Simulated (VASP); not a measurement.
# Sn (Fd-3m) in VASP: band structure with HF

Aim: the band structure of Sn with HF.

Program: VASP 6.6.1. These are calculated values, not measurements. Logs are shortened: lines on timing, memory, paths and dates and some standing lists are left out, and cuts for length are marked.

### Step 1. The crystal as given

The structure is cubic, space group Fd-3m (No. 227). Conventional cell: a = 6.535 Å, b = 6.535 Å, c = 6.535 Å, α = 90.00°, β = 90.00°, γ = 90.00°. Sn (site symmetry -43m) is surrounded by 4 Sn at 2.83 Å.

This isn't the form of Sn at room conditions, which is tetragonal (white tin).

### Step 2. Band structure, HF

The input, POSCAR:

```
Sn                                      
1.0
    0.0000000000      3.2676089742      3.2676089742
    3.2676089742      0.0000000000      3.2676089742
    3.2676089742      3.2676089742      0.0000000000
  Sn            
     2
Direct
     0.0000000000000000    0.0000000000000000    0.0000000000000000
     0.2500000000000000    0.2500000000000000    0.2500000000000000
```

The input, INCAR.step1:

```
PREC     = Accurate       # precision mode
ENCUT    = 520            # plane-wave cutoff, eV
EDIFF    = 1E-5           # SCF threshold, eV
ISMEAR   = 0              # smearing method
SIGMA    = 0.02           # smearing width, eV
LREAL    = F              # projectors in reciprocal space
LASPH    = T              # aspherical terms in the spheres
NELM     = 80             # most SCF steps
ALGO     = Normal         # electronic algorithm
ISIF     = 2              # what is computed and relaxed
LWAVE    = T              # write WAVECAR
LCHARG   = F              # write CHGCAR
KPAR     = 4            
GGA      = PE             # functional
```

The input, INCAR.step2:

```
PREC     = Accurate       # precision mode
ENCUT    = 520            # plane-wave cutoff, eV
EDIFF    = 1E-7           # SCF threshold, eV
ISMEAR   = 0              # smearing method
SIGMA    = 0.02           # smearing width, eV
LREAL    = F              # projectors in reciprocal space
LASPH    = T              # aspherical terms in the spheres
NELM     = 80             # most SCF steps
ALGO     = Normal         # electronic algorithm
ISIF     = 2              # what is computed and relaxed
LWAVE    = F              # write WAVECAR
LCHARG   = F              # write CHGCAR
GGA      = PE             # functional
LHFCALC  = T              # exact exchange
AEXX     = 1.0            # exact-exchange fraction
ALDAC    = 0.0          
AGGAC    = 0.0          
PRECFOCK = Fast         
HFRCUT   = -1           
KPAR     = 4            
ISTART   = 1
```

The input, KPOINTS:

```
Automatic mesh
0
Gamma
  6 6 6
```

The input, KPOINTS_OPT:

```
path GXWKGLUWLK,UX
10
line-mode
reciprocal
 0.0000000000  0.0000000000  0.0000000000  G
 0.5000000000  0.0000000000  0.5000000000  X

 0.5000000000  0.0000000000  0.5000000000  X
 0.5000000000  0.2500000000  0.7500000000  W

 0.5000000000  0.2500000000  0.7500000000  W
 0.3750000000  0.3750000000  0.7500000000  K

 0.3750000000  0.3750000000  0.7500000000  K
 0.0000000000  0.0000000000  0.0000000000  G

 0.0000000000  0.0000000000  0.0000000000  G
 0.5000000000  0.5000000000  0.5000000000  L

 0.5000000000  0.5000000000  0.5000000000  L
 0.6250000000  0.2500000000  0.6250000000  U

 0.6250000000  0.2500000000  0.6250000000  U
 0.5000000000  0.2500000000  0.7500000000  W

 0.5000000000  0.2500000000  0.7500000000  W
 0.5000000000  0.5000000000  0.5000000000  L

 0.5000000000  0.5000000000  0.5000000000  L
 0.3750000000  0.3750000000  0.7500000000  K

 0.6250000000  0.2500000000  0.6250000000  U
 0.5000000000  0.0000000000  0.5000000000  X
```

Potentials or basis: VASP PAW PBE potentials, release 64 (Sn_d).

On the command line:

```sh
cat potpaw_PBE.64/Sn_d/POTCAR > POTCAR
cp INCAR.step1 INCAR
mpirun -np 4 vasp_std > vasp.out
cp INCAR.step2 INCAR
mpirun -np 4 vasp_std > vasp.out
```

OUTCAR:

```text
PREC = Accurate
   ENCUT = 520
   EDIFF = 1E-7
   ISMEAR = 0
   LREAL = F
   LASPH = T
   NELM = 80
   ISIF = 2
   GGA = PE
   LHFCALC = T
   AEXX = 1.0
   PRECFOCK = Fast
   ISTART = 1

 ion  position               nearest neighbor table
   1  0.000  0.000  0.000-   2 2.83   2 2.83   2 2.83   2 2.83
   2  0.250  0.250  0.250-   1 2.83   1 2.83   1 2.83   1 2.83

  LATTYP: Found a face centered cubic cell.
 ALAT       =     6.5352179484

  Lattice vectors:

 A1 = (   0.0000000000,   3.2676089742,   3.2676089742)
 A2 = (   3.2676089742,   0.0000000000,   3.2676089742)
 A3 = (   3.2676089742,   3.2676089742,   0.0000000000)

Analysis of symmetry for initial positions (statically):
=====================================================================
 Subroutine PRICEL returns:
 Original cell was already a primitive cell.

 Routine SETGRP: Setting up the symmetry group for a
 face centered cubic supercell.

 Subroutine GETGRP returns: Found 48 space group operations
 (whereof 24 operations were pure point group operations)
 out of a pool of 48 trial point group operations.

The static configuration has the point symmetry T_d .
 The point group associated with its full space group is O_h .

Analysis of symmetry for dynamics (positions and initial velocities):
=====================================================================
 Subroutine PRICEL returns:
 Original cell was already a primitive cell.

 Routine SETGRP: Setting up the symmetry group for a
 face centered cubic supercell.

 Subroutine GETGRP returns: Found 48 space group operations
 (whereof 24 operations were pure point group operations)
 out of a pool of 48 trial point group operations.

The dynamic configuration has the point symmetry T_d .
 The point group associated with its full space group is O_h .

 Subroutine INISYM returns: Found 48 space group operations
 (whereof 24 operations are pure point group operations),
 and found     1 'primitive' translations

----------------------------------------------------------------------------------------

                                     Primitive cell

  volume of cell :      69.7783

  direct lattice vectors                    reciprocal lattice vectors
     0.000000000  3.267608974  3.267608974    -0.153017085  0.153017085  0.153017085
     3.267608974  0.000000000  3.267608974     0.153017085 -0.153017085  0.153017085
     3.267608974  3.267608974  0.000000000     0.153017085  0.153017085 -0.153017085

  length of vectors
     4.621096928  4.621096928  4.621096928     0.265033366  0.265033366  0.265033366

  position of ions in fractional coordinates (direct lattice)
     0.000000000  0.000000000  0.000000000
     0.250000000  0.250000000  0.250000000

  ion indices of the primitive-cell ions
   primitive index   ion index
                 1           1
                 2           2

----------------------------------------------------------------------------------------

 KPOINTS: Automatic mesh

Automatic generation of k-mesh.
 Grid dimensions read from file:
 generate k-points for:    6    6    6

 Generating k-lattice:

  Cartesian coordinates                     Fractional coordinates (reciprocal lattice)
    -0.025502847  0.025502847  0.025502847     0.166666667  0.000000000  0.000000000
     0.025502847 -0.025502847  0.025502847     0.000000000  0.166666667  0.000000000
     0.025502847  0.025502847 -0.025502847     0.000000000  0.000000000  0.166666667

  Length of vectors
     0.044172228  0.044172228  0.044172228

  Shift w.r.t. Gamma in fractional coordinates (k-lattice)
     0.000000000  0.000000000  0.000000000

 Subroutine IBZKPT returns following result:
 ===========================================

 Found     16 irreducible k-points:

 Following reciprocal coordinates:
            Coordinates               Weight
  0.000000  0.000000  0.000000      1.000000
  0.166667  0.000000  0.000000      8.000000
  0.333333  0.000000  0.000000      8.000000
  0.500000  0.000000  0.000000      4.000000
  0.166667  0.166667  0.000000      6.000000
  0.333333  0.166667  0.000000     24.000000
[... 8 lines left out ...]
 -0.333333  0.333333  0.166667     24.000000
 -0.333333  0.500000  0.166667     12.000000
   k-points           NKPTS =     16   k-points in BZ     NKDIM =    216   number of bands    NBANDS=     18
   number of dos      NEDOS =    301   number of ions     NIONS =      2
   total plane-waves  NPLWV =  46656
   dimension x,y,z NGX =    36 NGY =   36 NGZ =   36
   dimension x,y,z NGXF=    72 NGYF=   72 NGZF=   72
   ions per type =               2
   NGX,Y,Z   is equivalent  to a cutoff of  12.95, 12.95, 12.95 a.u.
   NGXF,Y,Z  is equivalent  to a cutoff of  25.90, 25.90, 25.90 a.u.
 SYSTEM =  unknown system
   PREC   = accura    normal or accurate (medium, high low for compatibility)
   ISTART =      1    job   : 0-new  1-cont  2-samecut
   ICHARG =      0    charge: 1-file 2-atom 10-const
   ISPIN  =      1    spin polarized calculation?
   LNONCOLLINEAR =      F non collinear calculations
   LSORBIT =      F    spin-orbit coupling
   LASPH  =      T    aspherical Exc in radial PAW
   ENCUT  =  520.0 eV  38.22 Ry    6.18 a.u.   8.59  8.59  8.59*2*pi/ulx,y,z
   NELM   =     80;   NELMIN=  2; NELMDL=  0     # of ELM steps
   EDIFF  = 0.1E-06   stopping-criterion for ELM
   LREAL  =      F    real-space projection
   EDIFFG = 0.1E-05   stopping-criterion for IOM
   NSW    =      0    number of steps for IOM
   IBRION =     -1    ionic relax: 0-MD 1-quasi-New 2-CG
   NFREE  =      0    steps in history (QN), initial steepest desc. (CG)
   ISIF   =      2    stress and relaxation
   ISYM   =      3    0-nonsym 1-usesym 2-fastsym
   POTIM  = 0.5000    time-step for ionic-motion
   TEBEG  =    0.0;   TEEND  =   0.0 temperature during run
   PSTRESS=    0.0 pullay stress
   NELECT =      28.0000    total number of electrons
   NUPDOWN=      -1.0000    fix difference up-down
   EMIN   =  10.00;   EMAX   =-10.00  energy-range for DOS
   EFERMI =   0.00;   METHOD = LEGACY
   ISMEAR =     0;   SIGMA  =   0.02  broadening in eV -4-tet -1-fermi 0-gaus
   EFERMI_NEDOS =   21; number of points for ismear=-14 and -15
   IALGO  =     38    algorithm
   IMIX   =      1    mixing-type and parameters
     AMIX     =   0.40;   BMIX     =  1.00
     AMIX_MAG =   1.60;   BMIX_MAG =  1.00
  volume/ion in A,a.u.               =      34.89       235.44
  Fermi-wavevector in a.u.,A,eV,Ry     =   1.207501  2.281846 19.838086  1.458058
  Thomas-Fermi vector in A             =   2.343137
   LORBIT       =      0    0 simple, 1 ext, 2 COOP (PROOUT), +10 PAW based schemes
   GGA     = PE    functional components
   LHFCALC =     T    Hartree Fock is set to
   PRECFOCK=fast      Normal, Fast or Accurate (Low or Medium for compatibility)
   ENCUT4O =  -1.0   cutoff for four orbital integrals eV
   NKREDX  =     1    reduce k-point grid by
   NKREDY  =     1    reduce k-point grid by
   NKREDZ  =     1    reduce k-point grid by
   AEXX    =    1.0000 exact exchange contribution
   HFSCREEN=    0.0000 screening length (either q_TF or 0.3 A-1)
   HFSCREENC=   0.0000 screening length for correlation (either q_TF or 0.3 A-1)
   ENCUTFOCK=  -1.0 apply spherical cutoff to Coloumb kernel
   IVDW    =     0    specifies the selected vdW correction
   LEPSILON=     F    determine dielectric tensor
   LRPA    =     F    only Hartree local field effects (RPA)
 non-spin polarized calculation
 Gauss-broadening in eV      SIGMA  =   0.02
  energy-cutoff  :      520.00
  volume of cell :       69.78
 maximum number of plane-waves:      1895
 NGX is ok and might be reduce to    36
  NGX = 20; NGY = 20; NGZ = 20

 number of electron      27.9999987 magnetization

 Free energy of the ion-electron system (eV)
  ---------------------------------------------------
  ext. energy  EPLUGINS =         0.00000000
  ---------------------------------------------------
  free energy    TOTEN  =       -15.00612720 eV

  energy without entropy =      -15.00612720  energy(sigma->0) =      -15.00612720

 E-fermi :   4.4755     XC(G=0):   0.0000

 val. band max:        4.2829106284   @ k =   0.0000   0.0000   0.0000
 cond. band min:       9.0525433153   @ k =   0.0000   0.0000   0.0000
 fundamental gap:      4.7696326869
 Fermi energy:         4.4755261182

 k-point     1 :       0.0000    0.0000    0.0000
  band No.  band energies     occupation
      1     -25.7847      2.00000
      2     -25.7847      2.00000
      3     -25.7847      2.00000
      4     -25.7256      2.00000
      5     -25.7256      2.00000
      6     -25.3918      2.00000
[... 10 lines left out ...]
     17      11.4559      0.00000
     18      11.4559      0.00000

 k-point     2 :       0.1667    0.0000    0.0000
  band No.  band energies     occupation
      1     -25.8055      2.00000
      2     -25.8055      2.00000
      3     -25.7799      2.00000
      4     -25.6967      2.00000
      5     -25.6967      2.00000
      6     -25.4119      2.00000
[... 10 lines left out ...]
     17      12.1484      0.00000
     18      12.9663      0.00000

 k-point     3 :       0.3333    0.0000    0.0000
  band No.  band energies     occupation
      1     -25.8244      2.00000
      2     -25.8244      2.00000
      3     -25.7686      2.00000
      4     -25.6652      2.00000
      5     -25.6652      2.00000
      6     -25.4298      2.00000
[... 10 lines left out ...]
     17      12.7618      0.00000
     18      15.7519      0.00000

 k-point     4 :       0.5000    0.0000    0.0000
  band No.  band energies     occupation
      1     -25.8292      2.00000
      2     -25.8292      2.00000
      3     -25.7637      2.00000
      4     -25.6564      2.00000
      5     -25.6564      2.00000
      6     -25.4324      2.00000
[... 207 lines left out ...]
      4     -25.6325      2.00000
      5     -25.5750      2.00000
      6     -25.5540      2.00000
[... 10 lines left out ...]
     17      13.1172      0.00000
     18      16.2354      0.00000

 k-point    15 :      -0.3333    0.3333    0.1667
  band No.  band energies     occupation
      1     -25.8700      2.00000
      2     -25.8535      2.00000
      3     -25.6906      2.00000
      4     -25.6024      2.00000
      5     -25.5669      2.00000
      6     -25.5580      2.00000
[... 10 lines left out ...]
     17      15.0694      0.00000
     18      15.1565      0.00000

 k-point    16 :      -0.3333    0.5000    0.1667
  band No.  band energies     occupation
      1     -25.8632      2.00000
      2     -25.8632      2.00000
      3     -25.6560      2.00000
      4     -25.6560      2.00000
      5     -25.5435      2.00000
      6     -25.5435      2.00000
[... 10 lines left out ...]
     17      15.5791      0.00000
     18      15.5791      0.00000

------------------------ aborting loop because EDIFF is reached ----------------------------------------

  FORCE on cell =-STRESS in cart. coord.  units (eV):
  Direction    XX          YY          ZZ          XY          YZ          ZX
  --------------------------------------------------------------------------------------
  -------------------------------------------------------------------------------------
  Total        0.7053446      0.7053446      0.7053446      0.0000000      0.0000000      0.0000000
  in kB       16.1954015     16.1954015     16.1954015      0.0000000      0.0000000      0.0000000
  external PRESSURE =      16.1954015 kB  Pullay stress =       0.0000000 kB

 VOLUME and BASIS-vectors are now :
 -----------------------------------------------------------------------------
  energy-cutoff  :      520.00
  volume of cell :       69.78
      direct lattice vectors                 reciprocal lattice vectors
     0.000000000  3.267608974  3.267608974    -0.153017085  0.153017085  0.153017085
     3.267608974  0.000000000  3.267608974     0.153017085 -0.153017085  0.153017085
     3.267608974  3.267608974  0.000000000     0.153017085  0.153017085 -0.153017085

 POSITION                                       TOTAL-FORCE (eV/Angst)
 -----------------------------------------------------------------------------------
      0.00000      0.00000      0.00000        -0.000000     -0.000000      0.000000
      1.63380      1.63380      1.63380         0.000000      0.000000     -0.000000
 -----------------------------------------------------------------------------------
    total drift:                               -0.000000     -0.000000     -0.000000

  FREE ENERGIE OF THE ION-ELECTRON SYSTEM (eV)
  ---------------------------------------------------
  free  energy   TOTEN  =       -15.0061271990 eV

  energy  without entropy=      -15.0061271990  energy(sigma->0) =      -15.00612720
```

It took 57 min on 4 MPI ranks of AMD EPYC 9R45 (Zen 5), shared host; peak memory 0.33 GiB.

Results:

- Free energy: -15.0061 eV
- Pressure: 1.6 GPa
- Band gap on the k mesh: 4.77 eV, direct
- Band gap along the path: 4.77 eV, direct

Levels at the corners of the path, in eV from the valence-band top:
| point | band 11 | band 12 | band 13 | band 14 | band 15 | band 16 | band 17 | band 18 |
| --- | --- | --- | --- | --- | --- | --- | --- | --- |
| Γ | -15.03 | 0.00 | 0.00 | 0.00 | 4.77 | 7.17 | 7.17 | 7.17 |
| X | -10.45 | -10.45 | -3.48 | -3.48 | 5.47 | 5.47 | 14.71 | 14.75 |
| X | -10.45 | -10.45 | -3.48 | -3.48 | 5.47 | 5.47 | 14.71 | 14.71 |
| W | -10.35 | -10.35 | -4.20 | -4.20 | 9.20 | 9.20 | 9.20 | 9.20 |
| W | -10.35 | -10.35 | -4.20 | -4.20 | 9.20 | 9.20 | 9.20 | 9.20 |
| K | -11.06 | -9.74 | -4.66 | -2.96 | 5.87 | 8.78 | 12.12 | 12.48 |
| K | -11.06 | -9.74 | -4.66 | -2.96 | 5.87 | 8.78 | 12.11 | 12.35 |
| Γ | -15.03 | 0.00 | 0.00 | 0.00 | 4.77 | 7.17 | 7.17 | 7.17 |
| Γ | -15.03 | 0.00 | 0.00 | 0.00 | 4.77 | 7.17 | 7.17 | 7.17 |
| L | -12.64 | -8.73 | -1.61 | -1.61 | 4.85 | 8.45 | 8.45 | 11.20 |
| L | -12.64 | -8.73 | -1.61 | -1.61 | 4.85 | 8.45 | 8.45 | 11.20 |
| U | -11.06 | -9.74 | -4.66 | -2.96 | 5.87 | 8.78 | 12.22 | 12.60 |
| U | -11.06 | -9.74 | -4.66 | -2.96 | 5.87 | 8.78 | 12.18 | 12.39 |
| W | -10.35 | -10.35 | -4.20 | -4.20 | 9.20 | 9.20 | 9.20 | 9.20 |
| W | -10.35 | -10.35 | -4.20 | -4.20 | 9.20 | 9.20 | 9.20 | 9.20 |
| L | -12.64 | -8.73 | -1.61 | -1.61 | 4.85 | 8.45 | 8.45 | 11.20 |
| L | -12.64 | -8.73 | -1.61 | -1.61 | 4.85 | 8.45 | 8.45 | 11.20 |
| K | -11.06 | -9.74 | -4.66 | -2.96 | 5.87 | 8.78 | 12.28 | 12.38 |
| U | -11.06 | -9.74 | -4.66 | -2.96 | 5.87 | 8.78 | 12.14 | 12.42 |
| X | -10.45 | -10.45 | -3.48 | -3.48 | 5.47 | 5.47 | 14.71 | 14.76 |

Caveat: the PAW data sets were made with another functional, which shifts forces and pressure a little; spin-orbit coupling is left out, which moves the levels of the heavy elements.
